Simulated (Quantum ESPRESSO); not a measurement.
# Te2Mo (P6_3/mmc) in Quantum ESPRESSO: further runs

The runs below take Te2Mo through single point, equation of state, band structure, with LDA, PBEsol.

Everything below comes from runs of Quantum ESPRESSO 7.5. Logs are shortened: lines on timing, memory, paths and dates and some standing lists are left out, and cuts for length are marked.

**What was measured.**

“Broadband infrared study of pressure-tunable Fano resonance and metallization transition in 2H-MoTe2”, 2022, pmc:9569381 quotes, for a bulk crystal of Te2Mo at 300 K: band gap 0.88 ± 0.05 eV (indirect).

The runs below are set against these values where they give the same quantity.

### 1 The crystal as given

The structure is hexagonal, space group P6_3/mmc (No. 194). The conventional cell has a = 3.518 Å, b = 3.518 Å, c = 13.974 Å, α = 90.00°, β = 90.00°, γ = 120.00°. Te (site symmetry 3m) has 3 Mo at 2.72 Å as nearest neighbours. Mo (site symmetry -6m2) has 6 Te at 2.72 Å as nearest neighbours.

### 2 Single point, LDA, 23.47 Å³/atom

Contents of pw.in:

```
&CONTROL
  calculation = 'scf'
  prefix = 'pwscf'
  outdir = './tmp'
  pseudo_dir = './pseudo'
  tstress = .true.
  disk_io = 'nowf'
/
&SYSTEM
  ibrav = 0
  nat = 6
  ntyp = 2
  ecutwfc = 45
  ecutrho = 360
  nbnd = 36
  occupations = 'smearing'
  smearing = 'fd'
  degauss = 0.00367493
/
&ELECTRONS
  conv_thr = 1.2d-09
  electron_maxstep = 120
  mixing_beta = 0.5
/
ATOMIC_SPECIES
Te   127.6000 te_lda_v1.uspp.F.UPF
Mo    95.9500 mo_lda_v1.uspp.F.UPF
CELL_PARAMETERS angstrom
   3.4463798477    0.0000000000    0.0000000000
  -1.7231899238    2.9846524992    0.0000000000
   0.0000000000    0.0000000000   13.6883444487
ATOMIC_POSITIONS crystal
Te     0.6666666667    0.3333333333    0.3790000000
Te     0.3333333333    0.6666666667    0.8790000000
Te     0.6666666667    0.3333333333    0.1210000000
Te     0.3333333333    0.6666666667    0.6210000000
Mo     0.6666666667    0.3333333333    0.7500000000
Mo     0.3333333333    0.6666666667    0.2500000000
K_POINTS automatic
9 9 2 0 0 0
```

Potentials or basis: GBRV 1.5 LDA.

The run is started by

```
> OMP_NUM_THREADS=1 mpirun -n 2 pw.x -nk 2 -in pw.in > pw.out
```

pw.out:

```text
This program is part of the open-source Quantum ESPRESSO suite
     for quantum simulation of materials; please cite
[... 13 lines left out ...]
     --------------------
     sticks:   dense  smooth     PW     G-vecs:    dense   smooth      PW
     Sum        1045     517    163               109645    38631    6403

     Using Slab Decomposition

     bravais-lattice index     =            0
     lattice parameter (alat)  =       6.5127  a.u.
     unit-cell volume          =     950.1768 (a.u.)^3
     number of atoms/cell      =            6
     number of atomic types    =            2
     number of electrons       =        52.00
     number of Kohn-Sham states=           36
     kinetic-energy cutoff     =      45.0000  Ry
     charge density cutoff     =     360.0000  Ry
     scf convergence threshold =      1.2E-09
     mixing beta               =       0.5000
     number of iterations used =            8  plain     mixing
     Exchange-correlation= SLA  PZ   NOGX NOGC
                           (   1   1   0   0   0   0   0)

     celldm(1)=   6.512714  celldm(2)=   0.000000  celldm(3)=   0.000000
     celldm(4)=   0.000000  celldm(5)=   0.000000  celldm(6)=   0.000000

     crystal axes: (cart. coord. in units of alat)
               a(1) = (   1.000000   0.000000   0.000000 )
               a(2) = (  -0.500000   0.866025   0.000000 )
               a(3) = (   0.000000   0.000000   3.971804 )

     reciprocal axes: (cart. coord. in units 2 pi/alat)
               b(1) = (  1.000000  0.577350 -0.000000 )
               b(2) = (  0.000000  1.154701  0.000000 )
               b(3) = (  0.000000 -0.000000  0.251775 )

     PseudoPot. # 1 for Te read from file:
     te_lda_v1.uspp.F.UPF
     Pseudo is Ultrasoft + core correction, Zval =  6.0
     Generated by new atomic code, or converted to UPF format
     Using radial grid of  891 points,  5 beta functions with:
                l(1) =   0
                l(2) =   0
                l(3) =   1
                l(4) =   1
                l(5) =   2
     Q(r) pseudized with  6 coefficients,  rinner =    1.800   1.800   1.800
                                                       1.800   1.800

     PseudoPot. # 2 for Mo read from file:
     mo_lda_v1.uspp.F.UPF
     Pseudo is Ultrasoft + core correction, Zval = 14.0
     Generated by new atomic code, or converted to UPF format
     Using radial grid of  889 points,  6 beta functions with:
                l(1) =   0
                l(2) =   0
                l(3) =   1
                l(4) =   1
                l(5) =   2
                l(6) =   2
     Q(r) pseudized with  6 coefficients,  rinner =    1.000   1.000   1.000
                                                       1.000   1.000

     atomic species   valence    mass     pseudopotential
     Te                6.00   127.60000     Te( 1.00)
     Mo               14.00    95.95000     Mo( 1.00)

     24 Sym. Ops., with inversion, found (12 have fractional translation)

   Cartesian axes

     site n.     atom                  positions (alat units)
         1        Te     tau(   1) = (   0.5000000   0.2886751   1.5053136  )
         2        Te     tau(   2) = (  -0.0000000   0.5773503   3.4912155  )
         3        Te     tau(   3) = (   0.5000000   0.2886751   0.4805883  )
         4        Te     tau(   4) = (  -0.0000000   0.5773503   2.4664901  )
         5        Mo     tau(   5) = (   0.5000000   0.2886751   2.9788528  )
         6        Mo     tau(   6) = (  -0.0000000   0.5773503   0.9929509  )

     number of k points=    24  Fermi-Dirac smearing, width (Ry)=  0.0037
                       cart. coord. in units 2pi/alat
        k(    1) = (   0.0000000   0.0000000   0.0000000), wk =   0.0123457
        k(    2) = (   0.0000000   0.0000000  -0.1258874), wk =   0.0123457
        k(    3) = (   0.0000000   0.1283001   0.0000000), wk =   0.0740741
        k(    4) = (   0.0000000   0.1283001  -0.1258874), wk =   0.0740741
        k(    5) = (   0.0000000   0.2566001   0.0000000), wk =   0.0740741
        k(    6) = (   0.0000000   0.2566001  -0.1258874), wk =   0.0740741
[... 16 lines left out ...]
        k(   23) = (   0.3333333   0.5773503   0.0000000), wk =   0.0246914
        k(   24) = (   0.3333333   0.5773503  -0.1258874), wk =   0.0246914

     Dense  grid:   109645 G-vectors     FFT dimensions: (  40,  40, 160)

     Smooth grid:    38631 G-vectors     FFT dimensions: (  27,  27, 120)

     Initial potential from superposition of free atoms

     starting charge      51.9976, renormalised to      52.0000
     Starting wfcs are   42 randomized atomic wfcs

     Self-consistent Calculation

     iteration #  1     ecut=    45.00 Ry     beta= 0.50
     Davidson diagonalization with overlap
     ethr =  1.00E-02,  avg # of iterations =  3.4

     total energy              =    -384.55665623 Ry
     estimated scf accuracy    <       1.24062673 Ry

     iteration #  2     ecut=    45.00 Ry     beta= 0.50
     Davidson diagonalization with overlap
     ethr =  2.39E-03,  avg # of iterations =  3.8

     total energy              =    -384.44609333 Ry
     estimated scf accuracy    <       7.93683694 Ry

     iteration #  3     ecut=    45.00 Ry     beta= 0.50
     Davidson diagonalization with overlap
     ethr =  2.39E-03,  avg # of iterations =  2.7

     total energy              =    -385.25431921 Ry
     estimated scf accuracy    <       0.05120636 Ry

     iteration #  4     ecut=    45.00 Ry     beta= 0.50
     Davidson diagonalization with overlap
     ethr =  9.85E-05,  avg # of iterations =  4.3

     total energy              =    -385.26288783 Ry
     estimated scf accuracy    <       0.00496859 Ry

     iteration #  5     ecut=    45.00 Ry     beta= 0.50
     Davidson diagonalization with overlap
     ethr =  9.55E-06,  avg # of iterations =  3.7

     total energy              =    -385.26385873 Ry
     estimated scf accuracy    <       0.00284649 Ry

     iteration #  6     ecut=    45.00 Ry     beta= 0.50
     Davidson diagonalization with overlap
     ethr =  5.47E-06,  avg # of iterations =  1.9

     total energy              =    -385.26384163 Ry
     estimated scf accuracy    <       0.00084779 Ry

     iteration #  7     ecut=    45.00 Ry     beta= 0.50
     Davidson diagonalization with overlap
     ethr =  1.63E-06,  avg # of iterations =  2.4
[... 4 lines left out ...]
     iteration #  8     ecut=    45.00 Ry     beta= 0.50
     Davidson diagonalization with overlap
     ethr =  5.50E-08,  avg # of iterations =  2.8

     total energy              =    -385.26393435 Ry
     estimated scf accuracy    <       0.00000960 Ry

     iteration #  9     ecut=    45.00 Ry     beta= 0.50
     Davidson diagonalization with overlap
     ethr =  1.85E-08,  avg # of iterations =  1.5

     total energy              =    -385.26393469 Ry
     estimated scf accuracy    <       0.00000168 Ry

     iteration # 10     ecut=    45.00 Ry     beta= 0.50
     Davidson diagonalization with overlap
     ethr =  3.23E-09,  avg # of iterations =  2.4

     total energy              =    -385.26393497 Ry
     estimated scf accuracy    <       0.00000004 Ry

     iteration # 11     ecut=    45.00 Ry     beta= 0.50
     Davidson diagonalization with overlap
     ethr =  8.38E-11,  avg # of iterations =  4.9

     total energy              =    -385.26393501 Ry
     estimated scf accuracy    <          5.7E-09 Ry

     iteration # 12     ecut=    45.00 Ry     beta= 0.50
     Davidson diagonalization with overlap
     ethr =  1.09E-11,  avg # of iterations =  2.2

     End of self-consistent calculation

          k = 0.0000 0.0000 0.0000 (  4789 PWs)   bands (ev):

   -49.9355 -49.9355 -24.2107 -24.2106 -24.0285 -24.0285 -24.0285 -24.0285
    -2.8089  -2.4566  -1.8567  -1.2872   4.4255   5.8218   7.3656   8.7168
     8.7168   8.7293   8.7293   9.4999   9.5913   9.5913   9.6302   9.6302
    10.4552  10.8069  13.8465  13.8465  13.9679  13.9679  14.0937  14.0937
    14.3972  14.3972  16.7705  17.0529

          k = 0.0000 0.0000-0.1259 (  4784 PWs)   bands (ev):

   -49.9355 -49.9355 -24.2106 -24.2106 -24.0285 -24.0285 -24.0285 -24.0285
    -2.6740  -2.6740  -1.5355  -1.5355   4.9650   4.9650   8.4972   8.4972
     8.7229   8.7229   8.7229   8.7229   9.6108   9.6108   9.6108   9.6108
    10.7105  10.7105  13.8783  13.8783  13.8783  13.8783  14.2731  14.2731
    14.2731  14.2731  16.9736  16.9736

          k = 0.0000 0.1283 0.0000 (  4802 PWs)   bands (ev):

   -49.9339 -49.9339 -24.2061 -24.2061 -24.0490 -24.0490 -24.0332 -24.0332
    -2.6200  -2.2698  -1.7198  -1.1690   4.6294   6.0147   7.2619   8.3101
     8.3420   8.8700   8.8937   8.9648   9.3403   9.3918   9.5570   9.5663
    10.5910  10.7018  13.2811  13.3178  13.3366  13.4450  13.6564  13.9390
    14.0316  14.1973  17.4151  17.7863

          k = 0.0000 0.1283-0.1259 (  4800 PWs)   bands (ev):

   -49.9339 -49.9339 -24.2061 -24.2061 -24.0490 -24.0490 -24.0332 -24.0332
    -2.4871  -2.4871  -1.4062  -1.4062   5.1513   5.1513   8.2317   8.2317
     8.3885   8.3885   8.8813   8.8813   9.3666   9.3666   9.5416   9.5416
    10.6286  10.6286  13.2780  13.2780  13.4369  13.4369  13.7604  13.7604
    14.1517  14.1517  17.7186  17.7186

          k = 0.0000 0.2566 0.0000 (  4822 PWs)   bands (ev):

   -49.9298 -49.9298 -24.1946 -24.1946 -24.1005 -24.1005 -24.0451 -24.0451
    -2.0820  -1.7436  -1.3306  -0.8391   5.1560   6.4213   6.9301   7.3007
     7.4892   7.8721   8.8099   8.8847   9.1286   9.2807   9.3403   9.5578
     9.9036  10.1324  12.1207  12.6719  12.7890  12.8889  13.2756  13.4875
    14.0979  14.5699  17.2222  17.7638

          k = 0.0000 0.2566-0.1259 (  4822 PWs)   bands (ev):

   -49.9298 -49.9298 -24.1946 -24.1946 -24.1005 -24.1005 -24.0451 -24.0451
    -1.9575  -1.9575  -1.0425  -1.0425   5.6015   5.6015   7.2932   7.2932
     7.7481   7.7481   8.8446   8.8446   9.2983   9.2983   9.3132   9.3132
     9.9649   9.9649  12.4026  12.4026  13.0481  13.0481  13.1555  13.1555
    14.3675  14.3675  17.2738  17.2738
[... 115 lines left out ...]
   -49.9208 -49.9208 -24.1758 -24.1757 -24.1692 -24.1692 -24.1085 -24.1084
    -0.2959  -0.1557  -0.0450   0.1039   5.2083   5.4064   5.6129   5.7635
     6.8095   7.1129   7.1640   7.4948   7.5507   7.8907   8.7829   9.0825
    10.1365  10.4085  11.8339  12.0800  12.1171  12.6214  13.0070  13.2054
    14.1832  15.2239  15.3573  15.8886

          k = 0.2222 0.5132-0.1259 (  4862 PWs)   bands (ev):

   -49.9208 -49.9208 -24.1757 -24.1757 -24.1692 -24.1692 -24.1084 -24.1084
    -0.2447  -0.2447   0.0484   0.0484   5.3090   5.3090   5.6827   5.6827
     6.8584   6.8584   7.3158   7.3158   7.9518   7.9518   8.7864   8.7864
    10.2646  10.2646  11.9976  11.9976  12.4760  12.4760  12.9340  12.9340
    14.5469  14.5469  15.9244  15.9244

          k = 0.3333 0.5774 0.0000 (  4851 PWs)   bands (ev):

   -49.9200 -49.9200 -24.1669 -24.1669 -24.1603 -24.1603 -24.1364 -24.1363
    -0.0286  -0.0286   0.1665   0.1665   5.4318   5.6905   5.7166   5.7166
     6.1702   6.5315   7.1327   7.1327   7.4618   7.4618   8.8347   8.8347
    10.3340  10.6234  11.7470  11.7470  11.7486  12.9755  13.1730  13.1730
    14.9142  14.9142  14.9166  16.0997

          k = 0.3333 0.5774-0.1259 (  4800 PWs)   bands (ev):

   -49.9200 -49.9200 -24.1669 -24.1669 -24.1602 -24.1602 -24.1363 -24.1363
    -0.0284  -0.0284   0.1663   0.1663   5.5340   5.5340   5.7450   5.7450
     6.3772   6.3772   6.8701   6.8701   7.8619   7.8619   8.6430   8.6430
    10.4446  10.4446  11.7549  11.7549  12.3042  12.3042  13.2783  13.2783
    14.5878  14.5878  15.8327  15.8327

     the Fermi energy is    11.1090 ev

!    total energy              =    -385.26393501 Ry
     estimated scf accuracy    <          1.4E-10 Ry
     smearing contrib. (-TS)   =      -0.00000469 Ry
     internal energy E=F+TS    =    -385.26393032 Ry

     The total energy is F=E-TS. E is the sum of the following terms:
     one-electron contribution =    -183.08443820 Ry
     hartree contribution      =     113.96615798 Ry
     xc contribution           =     -96.70070265 Ry
     ewald contribution        =    -219.44494745 Ry

     convergence has been achieved in  12 iterations

     Computing stress (Cartesian axis) and pressure

          total   stress  (Ry/bohr**3)                   (kbar)     P=       52.27
   0.00031252  -0.00000000   0.00000000           45.97       -0.00        0.00
  -0.00000000   0.00031252   0.00000000           -0.00       45.97        0.00
  -0.00000000  -0.00000000   0.00044094           -0.00       -0.00       64.86

=------------------------------------------------------------------------------=
   JOB DONE.
=------------------------------------------------------------------------------=
```

Run time: 64 s. Hardware: 2 MPI ranks of Intel Xeon Platinum 8259CL at 2.50GHz (Skylake/Cascade Lake), shared host; peak memory 0.6 GiB.

What came out:

* Free energy: -5241.7829 eV
* Pressure: 5.2 GPa
* Band gap on the k mesh: 0.65 eV, indirect (least direct gap 1.12 eV)

Caveat: spin-orbit coupling is left out, which moves the levels of the heavy elements; an odd mesh through Γ misses points on the zone boundary, where band edges often lie.

### 3 Single point, LDA, 23.97 Å³/atom

Edit pw.in of step 2 so:

```diff
@@ -28,5 +28,5 @@
 CELL_PARAMETERS angstrom
-   3.4463798477    0.0000000000    0.0000000000
-  -1.7231899238    2.9846524992    0.0000000000
-   0.0000000000    0.0000000000   13.6883444487
+   3.4706509280    0.0000000000    0.0000000000
+  -1.7353254640    3.0056718713    0.0000000000
+   0.0000000000    0.0000000000   13.7847444167
 ATOMIC_POSITIONS crystal
```

Potentials or basis: GBRV 1.5 LDA.

The run is started by

```
> OMP_NUM_THREADS=1 mpirun -n 2 pw.x -nk 2 -in pw.in > pw.out
```

It took 67 s on 2 MPI ranks of Intel Xeon Platinum 8259CL at 2.50GHz (Skylake/Cascade Lake), shared host; peak memory 0.6 GiB.

The run converged. Its results:

```
Free energy            : -5241.8570 eV
Pressure               : 2.5 GPa
Band gap on the k mesh : 0.67 eV, indirect (least direct gap 1.09 eV)
```

Caveat: spin-orbit coupling is left out, which moves the levels of the heavy elements; an odd mesh through Γ misses points on the zone boundary, where band edges often lie.

### 4 Single point, LDA, 24.47 Å³/atom

Edit pw.in of step 3 so:

```diff
@@ -28,5 +28,5 @@
 CELL_PARAMETERS angstrom
-   3.4706509280    0.0000000000    0.0000000000
-  -1.7353254640    3.0056718713    0.0000000000
-   0.0000000000    0.0000000000   13.7847444167
+   3.4945872080    0.0000000000    0.0000000000
+  -1.7472936040    3.0264012979    0.0000000000
+   0.0000000000    0.0000000000   13.8798146239
 ATOMIC_POSITIONS crystal
```

The run is started by

```
> OMP_NUM_THREADS=1 mpirun -n 2 pw.x -nk 2 -in pw.in > pw.out
```

Run time: 64 s. Hardware: 2 MPI ranks of Intel Xeon Platinum 8259CL at 2.50GHz (Skylake/Cascade Lake), shared host; peak memory 0.62 GiB.

Results (log left out):

* Free energy: -5241.8833 eV
* Pressure: 0.1 GPa
* Band gap on the k mesh: 0.69 eV, indirect (least direct gap 1.06 eV)

Caveat: spin-orbit coupling is left out, which moves the levels of the heavy elements; an odd mesh through Γ misses points on the zone boundary, where band edges often lie.

### 5 Single point, LDA, 24.96 Å³/atom

Edit pw.in of step 4 so:

```diff
@@ -28,5 +28,5 @@
 CELL_PARAMETERS angstrom
-   3.4945872080    0.0000000000    0.0000000000
-  -1.7472936040    3.0264012979    0.0000000000
-   0.0000000000    0.0000000000   13.8798146239
+   3.5182000000    0.0000000000    0.0000000000
+  -1.7591000000    3.0468505756    0.0000000000
+   0.0000000000    0.0000000000   13.9736000000
 ATOMIC_POSITIONS crystal
```

The run is started by

```
> OMP_NUM_THREADS=1 mpirun -n 2 pw.x -nk 2 -in pw.in > pw.out
```

Run time: 63 s. Hardware: 2 MPI ranks of Intel Xeon Platinum 8259CL at 2.50GHz (Skylake/Cascade Lake), shared host; peak memory 0.64 GiB.

It converged, with:

* Free energy: -5241.8667 eV
* Pressure: -2.1 GPa
* Band gap on the k mesh: 0.70 eV, indirect (least direct gap 1.03 eV)

Caveat: spin-orbit coupling is left out, which moves the levels of the heavy elements; an odd mesh through Γ misses points on the zone boundary, where band edges often lie.

### 6 Single point, LDA, 25.46 Å³/atom

Edit pw.in of step 5 so:

```diff
@@ -28,5 +28,5 @@
 CELL_PARAMETERS angstrom
-   3.5182000000    0.0000000000    0.0000000000
-  -1.7591000000    3.0468505756    0.0000000000
-   0.0000000000    0.0000000000   13.9736000000
+   3.5415000168    0.0000000000    0.0000000000
+  -1.7707500084    3.0670289820    0.0000000000
+   0.0000000000    0.0000000000   14.0661430943
 ATOMIC_POSITIONS crystal
```

Potentials or basis: GBRV 1.5 LDA.

The run is started by

```
> OMP_NUM_THREADS=1 mpirun -n 2 pw.x -nk 2 -in pw.in > pw.out
```

It took 61 s on 2 MPI ranks of Intel Xeon Platinum 8259CL at 2.50GHz (Skylake/Cascade Lake), shared host; peak memory 0.64 GiB.

Results (log left out):

- Free energy: -5241.8120 eV
- Pressure: -4.0 GPa
- Band gap on the k mesh: 0.72 eV, indirect (least direct gap 1.00 eV)

Caveat: spin-orbit coupling is left out, which moves the levels of the heavy elements; an odd mesh through Γ misses points on the zone boundary, where band edges often lie.

### 7 Single point, LDA, 25.96 Å³/atom

Edit pw.in of step 6 so:

```diff
@@ -28,5 +28,5 @@
 CELL_PARAMETERS angstrom
-   3.5415000168    0.0000000000    0.0000000000
-  -1.7707500084    3.0670289820    0.0000000000
-   0.0000000000    0.0000000000   14.0661430943
+   3.5644974145    0.0000000000    0.0000000000
+  -1.7822487073    3.0869453127    0.0000000000
+   0.0000000000    0.0000000000   14.1574842452
 ATOMIC_POSITIONS crystal
```

The run is started by

```
> OMP_NUM_THREADS=1 mpirun -n 2 pw.x -nk 2 -in pw.in > pw.out
```

It took 62 s on 2 MPI ranks of Intel Xeon Platinum 8259CL at 2.50GHz (Skylake/Cascade Lake), shared host; peak memory 0.66 GiB.

It converged, with:

| Quantity | Value |
| --- | --- |
| Free energy | -5241.7233 eV |
| Pressure | -5.7 GPa |
| Band gap on the k mesh | 0.73 eV, indirect (least direct gap 0.98 eV) |

Caveat: spin-orbit coupling is left out, which moves the levels of the heavy elements; an odd mesh through Γ misses points on the zone boundary, where band edges often lie.

### 8 Single point, LDA, 26.46 Å³/atom

Edit pw.in of step 7 so:

```diff
@@ -28,5 +28,5 @@
 CELL_PARAMETERS angstrom
-   3.5644974145    0.0000000000    0.0000000000
-  -1.7822487073    3.0869453127    0.0000000000
-   0.0000000000    0.0000000000   14.1574842452
+   3.5872018318    0.0000000000    0.0000000000
+  -1.7936009159    3.1066079149    0.0000000000
+   0.0000000000    0.0000000000   14.2476617354
 ATOMIC_POSITIONS crystal
```

The run is started by

```
> OMP_NUM_THREADS=1 mpirun -n 2 pw.x -nk 2 -in pw.in > pw.out
```

It took 64 s on 2 MPI ranks of Intel Xeon Platinum 8259CL at 2.50GHz (Skylake/Cascade Lake), shared host; peak memory 0.66 GiB.

Results (log left out):

```yaml
Free_energy: -5241.6042 eV
Pressure: -7.2 GPa
Band_gap_on_the_k_mesh: 0.74 eV, indirect (least direct gap 0.95 eV)
```

Caveat: spin-orbit coupling is left out, which moves the levels of the heavy elements; an odd mesh through Γ misses points on the zone boundary, where band edges often lie.

### 9 Equation of state, LDA

Potentials or basis: GBRV 1.5 LDA.

This step only gathers the single runs of the series.

Results:

```
Equilibrium volume                        : 24.51 Å³/atom
Bulk modulus at fixed shape and positions : 111 GPa
Pressure derivative of the bulk modulus   : 4.6
```

Energy against volume, from the lowest point:
```csv
volume (Å³/atom),energy (meV/atom)
23.467,16.74
23.966,4.38
24.466,0.00
24.965,2.77
25.464,11.88
25.963,26.66
26.463,46.51
```

Caveat: the cell was scaled at fixed shape and fractional positions, which overstates the stiffness of a crystal with free parameters, most of all of layers and chains. The run has no spin-orbit coupling, so splittings on Te are missing.

(Part 1 of 2 ends here.)
